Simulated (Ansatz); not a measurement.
# Tantalum, fcc: HSE06 after PBE

How do the levels change when part of the exchange is made exact, and what does it cost? Spin polarisation is left out. The geometry was relaxed under PBE beforehand and is kept. Exact exchange is dear, so the k-mesh is coarse, and PBE is run on the same mesh for comparison.

Program: Ansatz 0.2.0. Level of theory: DFT, plane waves (420 eV) with PBE-made PAW files, scalar-relativistic; functionals as named at each step. These are calculated values, not measurements.

## 1. The structure to begin with

Symmetry: Fm-3m, No. 225, cubic system. Conventional cell: a = 4.223 Å, b = 4.223 Å, c = 4.223 Å, α = 90.00°, β = 90.00°, γ = 90.00°. Ta (site symmetry m-3m) is surrounded by 12 Ta at 2.99 Å.

As a file:

```
CELL_PARAMETERS angstrom
0.00000 2.11150 2.11150
2.11150 0.00000 2.11150
2.11150 2.11150 0.00000
ATOMIC_POSITIONS crystal
Ta 0.00000 0.00000 0.00000
```

## 2. PBE, coarse mesh

The run with PBE.

Contents of input.yaml:

```yaml
crystal:
  lattice:
    - [0.0, 2.1115012877, 2.1115012877]
    - [2.1115012877, 0.0, 2.1115012877]
    - [2.1115012877, 2.1115012877, 0.0]
  atoms:
    - { symbol: Ta, position: [0.0, 0.0, 0.0] }
hamiltonian:
  xc: pbe
  pseudopotentials:
    kind: paw
    azcp:
      Ta: "pseudopotentials/Ta.paw.azcp"
basis:
  ecutwfc: 420
  fft_grid_basis: typed
kpoints:
  mp_grid: { grid: [7, 7, 7], shift: [0, 0, 0] }
magnetization:
  spin_polarized: false
scf:
  occupations: { method: fermi_dirac, width: 0.1 }
output:
  write_density: true
  write_potential: true
  elf: true
  volumetric_format: npy
```

Command:

```console
ansatz run input.yaml --threads 4 --pin off --max-ram 8192MiB --backend cpu --events-out ev --progress --plain --runs-dir out
```

Log:

```text
Warning: RAYON_NUM_THREADS=4 ignored (pool sized by the plan → 4); use --threads N
Engine: ansatz 0.2.0, aarch64-unknown-linux-gnu
Pseudopotentials: kind: paw
Pseudopotential: Ta, paw, valence charge 13, recommended cutoff 420 eV (normal), <dir>
Functional definition: PBE
  parameter kappa = 0.804
  parameter beta = 0.06672455060314922
  exchange = pbe_x(kappa = kappa, mu = beta*pi^2/3)
  correlation = pbe_c(beta = beta)
Crystal: 1 atoms, lattice volume = 18.828 Å³
Basis set: ecut = 420 eV, 339 PW (Γ)
Bands: 11, of which v1, the nominal top of the filled ones, is band 7 counted from 1 (6 counted from 0)
Symmetry: 48 space group operations
Space group: Fm-3m (ITA 225), of the structure as read, at distance tolerance 2.7e-5 Å
k-points: 20 of 343
Non-local potential: Ta, projectors of the file, l = 0: 3, l = 1: 2, l = 2: 2, l = 3: 1
PAW form: soft (Blöchl's): semilocal exchange-correlation on the pseudo side does not see the compensation charge
PAW one-centre angular grid: Ta, 590 points (default); XC on 64 Gauss nodes
Initial density: superposition of atomic densities (neutral atoms: chi_scale 0, normalization atom), corrected by the library's trained network
Initial wavefunctions: pseudopotential atomic-orbital guess
Functional: x = pbe(κ = 0.804, μ = 0.2195149727645171), c = pbe(β = 0.06672455060314922)
SCF iter   1: F=—  HF=-9932.018766 eV  |F-HF|=—  |Δ(HF+E_count)|=         —  Δρ=2.36e-3  dr2=3.23e-4  ethr=1.77e-3  ⟨swp⟩=5.3  Hψ=1243  notcnv=0
preconditioner: auto → none  [insulator: Δε(μ)=0.240 eV  Ē_g=7.812 eV  σ=0.100 eV  W_gap=0.53  n_scr=0 (ndim 8)  ℏωp=19.1 eV  f_vac=0.000  D(μ)=1.36/eV (n_scr^D=14)  ε∞_Penn≈7.0]
SCF iter   2: F=—  HF=-9932.018849 eV  |F-HF|=—  |Δ(HF+E_count)|=   8.26e-5  Δρ=1.20e-3  dr2=7.83e-5  ethr=2.49e-6  ⟨swp⟩=2.2  Hψ=481  notcnv=0
SCF iter   3: F=—  HF=-9932.018965 eV  |F-HF|=—  |Δ(HF+E_count)|=   1.16e-4  Δρ=1.47e-4  dr2=9.80e-7  ethr=6.02e-7  ⟨swp⟩=2.3  Hψ=256  notcnv=0
iter 4 did not close the SCF: its close was put off for the readings that it lacked (scf_convergence_deferred on its scf_iter line)
SCF iter   4: F=-9932.018966 eV  HF=-9932.018966 eV  |F-HF|=1.94e-8  |Δ(HF+E_count)|=   6.18e-7  Δρ=4.29e-5  dr2=9.58e-8  ethr=7.54e-9  ⟨swp⟩=2.4  Hψ=354  notcnv=0
iter 5 did not close the SCF: its close was put off for the readings that it lacked (scf_convergence_deferred on its scf_iter line)
SCF iter   5: F=-9932.018966 eV  HF=-9932.018966 eV  |F-HF|=1.26e-9  |Δ(HF+E_count)|=   1.33e-8  Δρ=5.61e-6  dr2=2.07e-9  ethr=7.37e-10  ⟨swp⟩=1.8  Hψ=266  notcnv=0
SCF iter   6: F=-9932.018966 eV  HF=-9932.018966 eV  |F-HF|=1.46e-11  |Δ(HF+E_count)|=  8.80e-10  Δρ=6.11e-7  dr2=2.43e-11  ethr=1.59e-11  ⟨swp⟩=1.0  Hψ=645  notcnv=0
SCF 1 converged in 6 iterations: F = -9932.018966 eV  dr2 = 2.43e-11
SCF converged after 6 iterations
Free energy (F): -9932.018966 eV
Harris-Foulkes:  -9932.018966 eV  (|F-HF|=1.46e-11)
Internal energy: -9931.973533 eV  (E = F + TS)
E sigma→0 (E₀):  -9931.996249 eV
Entropy (-TS):   -0.045433 eV (-45.433 meV/atom)
Fermi energy:    18.148096 eV
--- Per-component energies (eV) ---
  E_band       = -115.374851
  E_kinetic    = 364.854584
  E_local      = -572.915304  (includes V_loc(G=0)·N_el)
  E_nonlocal   = 14.273922
  E_hartree    = 197.223634
  E_xc         = -218.028035
  E_vxc        = -203.461205  (∫ρ·V_xc dr)
  E_paw        = -8396.350200  (= ΣΔE_a)
  E_vpaw       = -112.574239  (= ΣTr[D̂ρ^β])
  E_aug_tail   = 0.000169  (compensation charges beyond the density's cutoff)
  E_ewald      = -1321.032304
  E_smearing   = -0.045433  (= −TS)
  E_closure    = 0.000000  (closes the sum)
  Σ components = -9932.018966   (vs F -9932.018966, Δ=0.00e0)
--- Band table (eV; the first three rows and the last of 20) ---
  k-point 0: bands = ["-49.4591", "-15.4701", "-15.4701", "-15.4701", "9.9856", "18.5485", "18.5485", "18.5485", "21.5429", "21.5429", "30.2238"]
  k-point 1: bands = ["-49.4427", "-15.6713", "-15.4959", "-15.4959", "10.7639", "17.9540", "18.8669", "18.8669", "21.2831", "21.2831", "31.5725"]
  k-point 2: bands = ["-49.4058", "-16.1042", "-15.5530", "-15.5530", "12.4944", "17.3805", "18.8539", "18.8539", "21.9232", "21.9232", "29.8426"]
  k-point 19: bands = ["-49.3449", "-16.1730", "-16.1126", "-15.7967", "15.3828", "16.2397", "17.5159", "20.4419", "23.8699", "26.2212", "28.7634"]
```

Wall time 0.28 s (4 threads of Arm Neoverse V1, shared host); peak memory 0.25 GiB.

The maps below are laid out on this run's own conventional cell (a, b, c = 4.223, 4.223, 4.223 Å).

Density in a lattice plane of the grid's cell (edges 4.22 and 4.22 Å, at 0.000 of the third edge), which holds Ta.

Values in e/Å³, 12 rows by 12 columns:
```
4.39 4.07 1.77 0.41 0.22 0.19 0.18 0.19 0.22 0.41 1.77 4.07
2.42 1.77 0.70 0.30 0.23 0.22 0.21 0.22 0.23 0.30 0.70 1.77
0.50 0.41 0.30 0.27 0.30 0.41 0.50 0.41 0.30 0.27 0.30 0.41
0.21 0.22 0.23 0.30 0.70 1.77 2.42 1.77 0.70 0.30 0.23 0.22
0.18 0.19 0.22 0.41 1.77 4.07 4.39 4.07 1.77 0.41 0.22 0.19
0.18 0.18 0.21 0.50 2.42 4.39 3.08 4.39 2.42 0.50 0.21 0.18
0.18 0.19 0.22 0.41 1.77 4.07 4.39 4.07 1.77 0.41 0.22 0.19
0.21 0.22 0.23 0.30 0.70 1.77 2.42 1.77 0.70 0.30 0.23 0.22
0.50 0.41 0.30 0.27 0.30 0.41 0.50 0.41 0.30 0.27 0.30 0.41
2.42 1.77 0.70 0.30 0.23 0.22 0.21 0.22 0.23 0.30 0.70 1.77
4.39 4.07 1.77 0.41 0.22 0.19 0.18 0.19 0.22 0.41 1.77 4.07
3.08 4.39 2.42 0.50 0.21 0.18 0.18 0.18 0.21 0.50 2.42 4.39
```
Columns run along the first of these edges and rows up along the second, over one cell in 12 and 12 even steps from the bottom left corner. Atoms in the plane (fractional): Ta at (0.00, 0.00), Ta at (0.50, 0.50).

ELF in the same plane.

Ten even steps from ' ' (0.00) to '@' (0.71):
```
::==%%@@%%++::::--++**######**++--::::++%%@@%%==
##%%@@@@##==::--==++**********++==--::==##@@@@%%
@@@@@@##==--::--==++==========++==--::--==##@@@@
****++==------====----::::::----====------==++**
::::::::----==----::::::::::::::----==----::::::
::::----====------==++******++==------====----::
======++==--::--==##@@@@@@@@@@##==--::--==++====
******++==--::==##@@@@%%##%%@@@@##==::--==++****
####**++--::::++%%@@%%==::==%%@@%%++::::--++**##
####**++--::::++%%@@**..  ..**@@%%++::::--++**##
####**++--::::++%%@@%%==::==%%@@%%++::::--++**##
******++==--::==##@@@@%%##%%@@@@##==::--==++****
======++==--::--==##@@@@@@@@@@##==--::--==++====
::::----====------==++******++==------====----::
::::::::----==----::::::::::::::----==----::::::
****++==------====----::::::----====------==++**
@@@@@@##==--::--==++==========++==--::--==##@@@@
##%%@@@@##==::--==++**********++==--::==##@@@@%%
::==%%@@%%++::::--++**######**++--::::++%%@@%%==
  ..**@@%%++::::--++**######**++--::::++%%@@**..
```
Columns run along the first of these edges and rows up along the second, over one cell in 24 and 20 even steps from the bottom left corner. Atoms in the plane (fractional): Ta at (0.00, 0.00), Ta at (0.50, 0.50).

Both are smooth fields of the valence electrons: close to the nuclei they are not physical.

Outside the cores ELF peaks at 0.66 between the atoms, 1.8 Å from Ta.

## 3. HSE06 on the coarse mesh

The run with HSE06.

input.yaml, as its differences from that of step 2:

```diff
@@ -8,3 +8,3 @@
 hamiltonian:
-  xc: pbe
+  xc: hse06
   pseudopotentials:
```

Command:

```console
ansatz run input.yaml --threads 4 --pin off --max-ram 8192MiB --backend cpu --events-out ev --progress --plain --runs-dir out
```

Log:

```text
Warning: RAYON_NUM_THREADS=4 ignored (pool sized by the plan → 4); use --threads N
[... 3 set-up lines as earlier in the session ...]
Functional definition: HSE06
  parameter a = 0.25
  parameter omega = 0.11/bohr
  exchange = pbe_x - a*pbe_x_sr(omega) + a*exact_x_sr(omega)
  correlation = pbe_c
Crystal: 1 atoms, lattice volume = 18.828 Å³
Basis set: ecut = 420 eV, 339 PW (Γ)
Bands: 11, of which v1, the nominal top of the filled ones, is band 7 counted from 1 (6 counted from 0)
[... 2 set-up lines as earlier in the session ...]
k-points: 20 of 343
[... 2 set-up lines as earlier in the session ...]
PAW frozen core: Ta, regenerated for the run's functional, and the local potential with it (the file was generated under x = pbe(κ = 0.804, μ = 0.2195149727645171), c = pbe(β = 0.06672455060314922))
[... 3 set-up lines as earlier in the session ...]
Functional: x = pbe(κ = 0.804, μ = 0.2195149727645171), c = pbe(β = 0.06672455060314922), warm-up for x = pbe(κ = 0.804, μ = 0.2195149727645171) + 0.25 (exact − pbe) at short range (hse, ω = 0.20786987370883472 Å⁻¹), c = pbe(β = 0.06672455060314922); HSE06 as pw.x's `hse` composes it (authors' and Libxc's form: `xc: wpbeh`)
SCF iter   1: F=—  HF=-9932.014363 eV  |F-HF|=—  |Δ(HF+E_count)|=         —  Δρ=5.04e-3  dr2=4.24e-3  ethr=1.77e-3  ⟨swp⟩=6.5  Hψ=879  notcnv=0
preconditioner: auto → none  [insulator: Δε(μ)=0.232 eV  Ē_g=7.865 eV  σ=0.100 eV  W_gap=0.52  n_scr=0 (ndim 8)  ℏωp=19.1 eV  f_vac=0.000  D(μ)=1.38/eV (n_scr^D=14)]
iter 2 solved again at ethr=1.36e-6 eV; its pass at ethr=3.26e-5 eV (dr2=1.77e-4 eV) is discarded
SCF iter   2: F=—  HF=-9932.012592 eV  |F-HF|=—  |Δ(HF+E_count)|=   1.77e-3  Δρ=1.45e-3  dr2=1.75e-4  ethr=1.36e-6  ⟨swp⟩=2.0  Hψ=823  notcnv=0
SCF iter   3: F=—  HF=-9932.012623 eV  |F-HF|=—  |Δ(HF+E_count)|=   3.03e-5  Δρ=4.42e-4  dr2=9.36e-6  ethr=1.34e-6  ⟨swp⟩=3.0  Hψ=466  notcnv=0
SCF iter   4: F=—  HF=-9932.012637 eV  |F-HF|=—  |Δ(HF+E_count)|=   1.42e-5  Δρ=2.42e-5  dr2=5.91e-8  ethr=7.20e-8  ⟨swp⟩=3.0  Hψ=412  notcnv=0
SCF iter   5: F=—  HF=-9932.012637 eV  |F-HF|=—  |Δ(HF+E_count)|=   3.56e-8  Δρ=4.41e-6  dr2=2.43e-9  ethr=4.55e-10  ⟨swp⟩=3.0  Hψ=502  notcnv=0
SCF iter   6: F=-9932.012637 eV  HF=-9932.012637 eV  |F-HF|=3.64e-12  |Δ(HF+E_count)|=   1.27e-9  Δρ=1.73e-7  dr2=2.60e-12  ethr=1.87e-11  ⟨swp⟩=3.0  Hψ=473  notcnv=0
SCF 1 converged in 6 iterations: F = -9932.012637 eV  dr2 = 2.60e-12
Initial density: handed on by an earlier stage of this run
Initial wavefunctions: those handed on with the density
Functional: x = pbe(κ = 0.804, μ = 0.2195149727645171) + 0.25 (exact − pbe) at short range (hse, ω = 0.20786987370883472 Å⁻¹), c = pbe(β = 0.06672455060314922); HSE06 as pw.x's `hse` composes it (authors' and Libxc's form: `xc: wpbeh`)
Exchange kernel: α = 0.2500, screened, ω = 0.2079 Å⁻¹, Wigner–Seitz truncation, v(0) = 1045.1487 eV·Å³, q-mesh 7×7×7, nearest image of the exchange supercell L = 20.90 Å, pair-density grid 12×12×12, without the augmentation charges, whose exchange is taken in its separable form by FFT convolution over the k-point mesh (sized by the pseudopotential files, 18×18×18 at the most), smooth part of the exact exchange by density-matrix convolution
Frozen-core exchange: fock
iter 1 solved again at ethr=1.14e-4 eV; its pass at ethr=1.00e-1 eV (dr2=1.49e-2 eV) is discarded
SCF iter   1: F=—  HF=-9932.486312 eV  |F-HF|=—  |Δ(HF+E_count)|=         —  Δρ=8.65e-3  dr2=1.76e-2  ethr=1.14e-4  ⟨swp⟩=3.0  Hψ=934  notcnv=0
preconditioner: auto → none  [metal: Δε(μ)=0.088 eV  Ē_g=8.917 eV  σ=0.100 eV  W_gap=0.21  n_scr=0 (ndim 8)  ℏωp=19.1 eV  f_vac=0.000  D(μ)=1.71/eV (n_scr^D=14)]
SCF iter   2: F=—  HF=-9932.478698 eV  |F-HF|=—  |Δ(HF+E_count)|=   7.61e-3  Δρ=2.56e-3  dr2=3.08e-3  ethr=1.14e-4  ⟨swp⟩=3.0  Hψ=398  notcnv=0
SCF iter   3: F=—  HF=-9932.487599 eV  |F-HF|=—  |Δ(HF+E_count)|=   8.90e-3  Δρ=2.44e-3  dr2=1.04e-3  ethr=6.48e-6  ⟨swp⟩=3.1  Hψ=475  notcnv=0
SCF iter   4: F=—  HF=-9932.487330 eV  |F-HF|=—  |Δ(HF+E_count)|=   2.68e-4  Δρ=6.73e-4  dr2=1.42e-4  ethr=5.88e-6  ⟨swp⟩=3.0  Hψ=442  notcnv=0
SCF iter   5: F=—  HF=-9932.487783 eV  |F-HF|=—  |Δ(HF+E_count)|=   4.53e-4  Δρ=4.10e-4  dr2=2.76e-5  ethr=2.62e-7  ⟨swp⟩=3.1  Hψ=482  notcnv=0
SCF iter   6: F=-9932.487801 eV  HF=-9932.487802 eV  |F-HF|=1.03e-6  |Δ(HF+E_count)|=   1.89e-5  Δρ=1.08e-4  dr2=4.15e-6  ethr=1.57e-7  ⟨swp⟩=2.0  Hψ=401  notcnv=0
SCF 2 stopped early in 6 iterations: F = -9932.487801 eV  dr2 = 4.15e-6
hybrid outer 1: dexx = +1.226e-2 eV, tail = 1.31e-5 eV
Exchange kernel: α = 0.2500, screened, ω = 0.2079 Å⁻¹, Wigner–Seitz truncation, v(0) = 1045.1487 eV·Å³, q-mesh 7×7×7, nearest image of the exchange supercell L = 20.90 Å, pair-density grid 12×12×12, without the augmentation charges, whose exchange is taken in its separable form by FFT convolution over the k-point mesh (sized by the pseudopotential files, 18×18×18 at the most), smooth part of the exact exchange by density-matrix convolution
Frozen-core exchange: fock
SCF iter   1: F=—  HF=-9932.487669 eV  |F-HF|=—  |Δ(HF+E_count)|=         —  Δρ=8.95e-5  dr2=7.56e-7  ethr=5.04e-7  ⟨swp⟩=3.8  Hψ=563  notcnv=0
preconditioner: auto → none  [metal: Δε(μ)=0.099 eV  Ē_g=8.898 eV  σ=0.100 eV  W_gap=0.24  n_scr=0 (ndim 8)  ℏωp=19.1 eV  f_vac=0.000  D(μ)=1.73/eV (n_scr^D=14)]
iter 2 solved again at ethr=2.42e-10 eV; its pass at ethr=5.18e-9 eV (dr2=3.15e-8 eV) is discarded
SCF iter   2: F=—  HF=-9932.487669 eV  |F-HF|=—  |Δ(HF+E_count)|=   2.73e-7  Δρ=2.53e-5  dr2=1.20e-7  ethr=2.42e-10  ⟨swp⟩=2.0  Hψ=836  notcnv=0
SCF iter   3: F=-9932.487669 eV  HF=-9932.487669 eV  |F-HF|=5.12e-9  |Δ(HF+E_count)|=   3.49e-7  Δρ=6.99e-6  dr2=1.19e-8  ethr=2.42e-10  ⟨swp⟩=3.8  Hψ=506  notcnv=0
SCF 3 converged in 3 iterations: F = -9932.487669 eV  dr2 = 1.19e-8
hybrid outer 2: dexx = +4.588e-7 eV, tail = 2.77e-8 eV, Δε = 1.89e-3 eV (about 9.92e-5 eV left of the loop's levels)
hybrid SCF converged: 2 outer / 9 inner (+6 warm-up), last move |dexx| = 4.59e-7 eV, tail = 2.77e-8 eV
Stability not checked: this state was not tested for a lower state beside it, because the functional holds exact exchange (a hybrid, or Hartree-Fock), whose exchange loop this test does not read (fock_operator; see scf.lower_state_search)
Free energy (F): -9932.487669 eV
Frozen-core exchange: fock
Harris-Foulkes:  -9932.487669 eV  (|F-HF|=5.12e-9)
Internal energy: -9932.436095 eV  (E = F + TS)
E sigma→0 (E₀):  -9932.461882 eV
Entropy (-TS):   -0.051575 eV (-51.575 meV/atom)
Fermi energy:    18.085885 eV
--- Per-component energies (eV) ---
  E_band       = -140.450646
  E_kinetic    = 362.876444
  E_local      = -566.796785  (includes V_loc(G=0)·N_el)
  E_nonlocal   = 15.993870
  E_hartree    = 193.769473
  E_xc         = -173.828760
  E_vxc        = -161.454785  (∫ρ·V_xc dr)
  E_exx        = -35.607031  (= α·E_x^exact, valence–valence)
  E_paw        = -8404.458185  (= ΣΔE_a)
  E_vpaw       = -107.392440  (= ΣTr[D̂ρ^β])
  E_aug_tail   = 0.000169  (compensation charges beyond the density's cutoff)
  E_ewald      = -1321.032304
  E_core_change = -3.352986  (= ΣΔE_core)
  E_smearing   = -0.051575  (= −TS)
  E_closure    = 0.000000  (closes the sum)
  Σ components = -9932.487669   (vs F -9932.487669, Δ=0.00e0)
--- Band table (eV; the first three rows and the last of 20) ---
  k-point 0: bands = ["-53.3639", "-17.8925", "-17.8925", "-17.8925", "8.7228", "18.7864", "18.7864", "18.7864", "22.3193"]
  k-point 1: bands = ["-53.3444", "-18.1245", "-17.9197", "-17.9197", "9.5936", "17.9623", "19.1445", "19.1445", "22.0007"]
  k-point 2: bands = ["-53.3001", "-18.6241", "-17.9802", "-17.9802", "11.5407", "17.0547", "19.1915", "19.1915", "22.5752"]
  k-point 19: bands = ["-53.2273", "-18.6883", "-18.6178", "-18.2500", "14.9162", "15.7054", "17.1491", "20.9435", "24.5422"]
  guard bands above this table: 2 of the run's 11 bands. The solve was not asked for them (output.publish_guard_bands: true or output.eigenvalues: true publishes all)
```

Run time: 4.1 s. Hardware: 4 threads of Arm Neoverse V1, shared host; peak memory 0.85 GiB.

## 4. The functionals compared

```tsv
functional	gap on the mesh	Fermi energy (eV)	SCF cycles	exchange loops	CPU time
PBE	none (levels filled in part)	18.148	6	-	0.62 s
HSE06	none (levels filled in part)	18.086	15	2	11 s
```

## 5. Outcome

| quantity | value |
| --- | --- |
| PBE: gap | none (levels filled in part) |
| HSE06: gap | none (levels filled in part) |
| HSE06: SCF cycles, exchange loops | 15, 2 |
| HSE06: CPU time over that of PBE | 18 |
| HSE06: relative to bcc | +255 meV/atom |

Both PBE and HSE06 leave levels filled in part. The hybrid took 18 times as much CPU time as PBE on the same settings. The exchange operator of HSE06 was renewed in 2 outer loops. To compare with dense-mesh energies, the change of PBE from this mesh and smearing to its dense run (-14.8 meV/atom, from a run not shown) is added. Under HSE06 it lies 255 meV/atom above bcc (computed apart in the same way); on such meshes a few tens of meV are uncertain for metals. The total energies in the logs cannot be compared from one functional to another.
